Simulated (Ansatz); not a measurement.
Relaxed Li$_{3}$N (Li3N type, space group P6/mmm):

```
CELL_PARAMETERS angstrom
      7.21954     0.00000     0.00000
     -1.80489     3.12615     0.00000
      0.00000     0.00000     3.85578
ATOMIC_POSITIONS crystal
  Li 0.00000 0.00000 0.50000
  Li 0.50000 0.00000 0.50000
  Li 0.16667 0.66667 0.00000
  Li 0.66667 0.66667 0.00000
  Li 0.33333 0.33333 0.00000
  Li 0.83333 0.33333 0.00000
  N  0.00000 0.00000 0.00000
  N  0.50000 0.00000 0.00000
```

A phonon eigenvector at M = (0.5, 0.0, 0.0) is frozen into this cell: atom i moves by Q times the vector below, so Q is the largest atomic displacement, in Å. The cell is held. (q is in reciprocal vectors of the primitive cell; the cell shown is doubled to hold the pattern.)

```json
[
 {"atom": "Li1", "x": "-0.500", "y": "0.866", "z": "0.000"},
 {"atom": "Li2", "x": "0.500", "y": "-0.866", "z": "0.000"},
 {"atom": "Li3", "x": "-0.067", "y": "0.116", "z": "0.000"},
 {"atom": "Li4", "x": "0.067", "y": "-0.116", "z": "0.000"},
 {"atom": "Li5", "x": "0.067", "y": "-0.116", "z": "0.000"},
 {"atom": "Li6", "x": "-0.067", "y": "0.116", "z": "0.000"},
 {"atom": "N7", "x": "-0.217", "y": "0.375", "z": "0.000"},
 {"atom": "N8", "x": "0.217", "y": "-0.375", "z": "0.000"}
]
```

Calculation: r2SCAN (plane waves to 500 eV, PAW, scalar-relativistic; Ansatz, an electronic-structure program). k mesh 11×11×9 (Γ-centred), Fermi-Dirac smearing 0.05 eV. E stands for the smeared free energy. Li3N was relaxed with its symmetry unable to fall. The zero of ΔE is the undisplaced structure.

```
Q (Å)    ΔE (meV/cell)
-------  -------------
-0.1000           23.7
-0.0833           16.4
-0.0667           10.5
-0.0500            5.9
-0.0333       withheld
-0.0167            0.7
0.0000             0.0
0.0167             0.7
0.0333        withheld
0.0500             5.9
0.0667            10.5
0.0833            16.4
0.1000            23.7
```

Task: Fit an even polynomial form (powers 2, 4) to the given rows and predict ΔE at Q = 0.0333.

Result: Least squares on the 11 given rows: ΔE = (2354)·Q² + (1608)·Q⁴, in meV/cell with Q in Å; root-mean-square residual 0.02 meV/cell. At 0.0333 the fit gives 2.6 meV/cell; the calculation gives 2.6 meV/cell, the same to the digits shown. The quadratic term alone would give 2.6 meV/cell.

(A displaced cell: forces are minus the slopes of the energy, force constants its curvatures, and phonons follow from these.)
